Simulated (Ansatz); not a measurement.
# HfC and its competing phases

Theory: DFT PBE, scalar-relativistic, plane waves, PAW (Ansatz 0.2.0). Settings: cutoff 420 eV, Γ-centred meshes spaced at most about 0.3 Å⁻¹, and about 0.25 Å⁻¹ or finer for metals (2π included), Gaussian smearing. No spin polarisation.

Energies over the elements count from the elements' standard structures at the same level, with no fitted energy shifts.

Temperature and zero-point effects are left out. These runs have no spin–orbit coupling, which can matter for Hf. The reference form of C is held partly by dispersion forces, which this level lacks.

The competitors are the elements and 1 reference phase of this chemical system (from databases or known types: HfC), relaxed at the same level; other known phases may be missing.

The candidate was reached from: CdSe type (P6_3mc), changed on relaxing.

```cif
data_structure
_symmetry_space_group_name_H-M 'P6_3/mmc'
_symmetry_Int_Tables_number 194
_cell_length_a 3.8537
_cell_length_b 3.8537
_cell_length_c 4.6366
_cell_angle_alpha 90.000
_cell_angle_beta 90.000
_cell_angle_gamma 120.000
_cell_volume 59.63
loop_
_atom_site_label
_atom_site_type_symbol
_atom_site_symmetry_multiplicity
_atom_site_Wyckoff_symbol
_atom_site_fract_x
_atom_site_fract_y
_atom_site_fract_z
_atom_site_occupancy
Hf1 Hf 2 d 0.66667 0.33333 0.25000 1
C1 C 2 c 0.66667 0.33333 0.75000 1
```

Task: Where does it stand against these competitors?

Result: Not the lowest form: another structure of the same formula lies lower. Its formation energy is -0.655 eV/atom. The lowest competing phase at this composition is this:

```tsv
phase	space group	source	share of atoms	ΔE_f (eV/atom)
HfC	Fm-3m (No. 225)	COD	1.0000	-0.918
```

The candidate lies 0.26 eV/atom above this phase. The candidate matches no cell in the subsets of the Crystallography Open Database and the Materials Project at hand. A phase this far over the hull is unlikely to be made.
